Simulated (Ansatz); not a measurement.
Starting cell, GeTe (alpha-GeTe type, space group R3m):

```
CELL_PARAMETERS angstrom
      4.22663     2.44024     7.27983
      0.00000     2.44024     7.27983
      2.11331    -1.22012     7.27983
ATOMIC_POSITIONS crystal
  Ge 0.88288 0.23423 0.23423
  Ge 0.38288 0.23423 0.23423
  Te 0.61712 0.76577 0.76577
  Te 0.11712 0.76577 0.76577
```

A phonon eigenvector at T = (0.5, 0.5, 0.5) is frozen into this cell: atom i moves by Q times the vector below, so Q is the largest atomic displacement, in Å. The cell is held. (q is in reciprocal vectors of the primitive cell; the cell shown is doubled to hold the pattern.)

```csv
atom,x,y,z
Ge1,0.000,0.000,0.739
Ge2,0.000,0.000,-0.739
Te3,0.000,0.000,1.000
Te4,0.000,0.000,-1.000
```

Calculation: PBE (plane waves to 420 eV, PAW, scalar-relativistic; Ansatz, an electronic-structure program). k mesh 10×10×10 (Γ-centred), Fermi-Dirac smearing 0.05 eV. GeTe was relaxed with its symmetry unable to fall. Spin-orbit coupling is left out, though Te is heavy. 

| Q (Å) | −dE/dQ from forces (eV/Å) |
|---|---|
| -0.100 | 0.837 |
| -0.083 | 0.694 |
| -0.067 | 0.553 |
| -0.050 | 0.413 |
| -0.033 | 0.275 |
| -0.017 | 0.137 |
| 0.000 | 0.000 |
| 0.017 | -0.137 |
| 0.033 | -0.275 |
| 0.050 | -0.413 |
| 0.067 | -0.553 |
| 0.083 | -0.694 |
| 0.100 | -0.837 |

What harmonic wavenumber does the curvature at Q = 0 give?

82 cm⁻¹. E″ = 8.23 eV/Å², M = Σ mᵢ|uᵢ|² = 334.5 u, ν̃ = 521.5·√(|E″|/M).

(A displaced cell: forces are minus the slopes of the energy, force constants its curvatures, and phonons follow from these.)
